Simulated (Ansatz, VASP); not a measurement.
One calculation of CdSe, two programs

```
CELL_PARAMETERS angstrom
4.38433 0.00000 0.00000
-2.19216 3.79694 0.00000
0.00000 0.00000 7.15407
ATOMIC_POSITIONS crystal
Cd 0.66667 0.33333 0.50003
Cd 0.33333 0.66667 0.00003
Se 0.66667 0.33333 0.87583
Se 0.33333 0.66667 0.37583
```

Alike in both runs: functional PBE; k mesh 6 × 6 × 4; occupations gaussian, width 0.02 eV; no spin polarisation.

Ansatz relaxed the structure, and its values are those at the end. VASP's run is a single point on that final structure, the one shown.

|  | VASP | Ansatz |
| --- | --- | --- |
| version | VASP 6.6.1 | Ansatz 0.2.0 |
| potentials or method | VASP PAW PBE potentials, release 64 (Cd, Se) | scalar-relativistic, plane waves, PAW |
| plane-wave cutoff (eV) | 520 | 420 |
| valence electrons in the cell | 36 | 72 |

|  | VASP | Ansatz | Ansatz less VASP |
| --- | --- | --- | --- |
| gap on the k mesh at the Fermi level (eV) | 0.54 | 0.54 | +0.002 |
| least direct gap on the mesh (eV) | 0.54 | 0.54 | +0.002 |
| pressure (GPa) | 0.2 | 0.0 | -0.25 |

The two sets of potentials don't hold the same shells in valence.
